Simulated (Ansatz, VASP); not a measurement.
## One calculation of PbS, two programs

```xyz
2
Lattice="3.2730 0.0000 0.0000 0.0000 3.2730 0.0000 0.0000 0.0000 3.2730" Properties=species:S:1:pos:R:3 pbc="T T T"
Pb    0.0000    0.0000    0.0000
S     1.6365    1.6365    1.6365
```

Change from the starting cell: volume scaled by 0.72, PAW files.

Alike in both runs: task single point; functional PBE; k mesh 11 × 11 × 11; occupations fermi-dirac, width 0.1 eV; no spin polarisation.

```csv
,VASP,Ansatz
version,VASP 6.6.1,Ansatz 0.2.0
potentials or method,"VASP PAW PBE potentials, release 64 (Pb_d, S)","PAW with Ansatz's default frozen-core files, scalar-relativistic"
plane-wave cutoff (eV),520,420
valence electrons in the cell,20,20
```

```csv
,VASP,Ansatz,Ansatz less VASP
pressure (GPa),36.6,36.7,+0.12
```

With one functional, cell and mesh, what is left measures potentials, basis and numerics.

Caveats: so large a pressure means that the cell lies far from this level's equilibrium, or that cutoff or potentials fall short (VASP). The runs have no spin-orbit coupling, so splittings on Pb are missing.
